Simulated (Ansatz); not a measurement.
# SiC under changes of volume

One of the cells (10.313 Å³/atom); the others are scaled copies at fixed shape and fractional positions:

```
CELL_PARAMETERS angstrom
3.07569 0.00000 0.00000
-1.53785 2.66363 0.00000
0.00000 0.00000 10.07065
ATOMIC_POSITIONS crystal
Si 0.00000 0.00000 0.18789
Si 0.00000 0.00000 0.68789
Si 0.33333 0.66667 0.43784
Si 0.66667 0.33333 0.93784
C 0.00000 0.00000 0.00046
C 0.00000 0.00000 0.50046
C 0.33333 0.66667 0.24980
C 0.66667 0.33333 0.74980
```

The cell is a database's computed one.

```yaml
Program: Ansatz 0.2.0
Functional: SVWN5
Potentials_or_basis: Ansatz PAW
Cutoff: "420 eV (not typed: the program's choice for these potentials)"
k_mesh: 10 × 10 × 3
Occupations: fermi-dirac, width 0.05 eV
Spin: no spin polarisation
```

```csv
volume (Å³/atom),energy over the lowest point (meV/atom),pressure (GPa),gap on the mesh (eV),largest force (eV/Å)
9.694,?,?,?,?
9.900,3.90,5.6,2.19,0.010
10.107,0.00,0.6,2.18,0.004
10.313,2.23,-4.0,2.18,0.004
10.519,9.99,-8.0,2.17,0.010
10.726,22.79,-11.8,2.17,0.016
10.932,40.08,-15.1,2.16,0.021
```

Q: What does the run at 9.694 Å³/atom give?

A: Energy over the lowest point 14.54 meV/atom; pressure 11.1 GPa; gap on the mesh 2.19 eV; largest force 0.018 eV/Å.

Worked out: A Birch-Murnaghan fit of order 3 (a polynomial in V^(-2/3)) to the other rows has its minimum at 10.13 Å³/atom with B0 = V·E''(V) = 230 GPa and B' = 3.9 at fixed shape and positions, which overstates the stiffness. It gives 14.54 meV/atom at 9.694 Å³/atom, against the run's 14.54, and -dE/dV = 11.1 GPa, against 11.1. A straight line through the other rows of the gap, of slope -0.274 eV per unit of ln V, extrapolates to 2.19 eV, against the run's 2.19.

Energies are extrapolated to zero smearing.

Caveats: odd divisions of the mesh miss points on the zone boundary, where band edges often lie, so the gap on the mesh can be too wide; the PAW data sets come from PBE, with cores solved anew for the run's functional, which leaves a small shift of forces and pressure.

A mesh can miss the band edges.
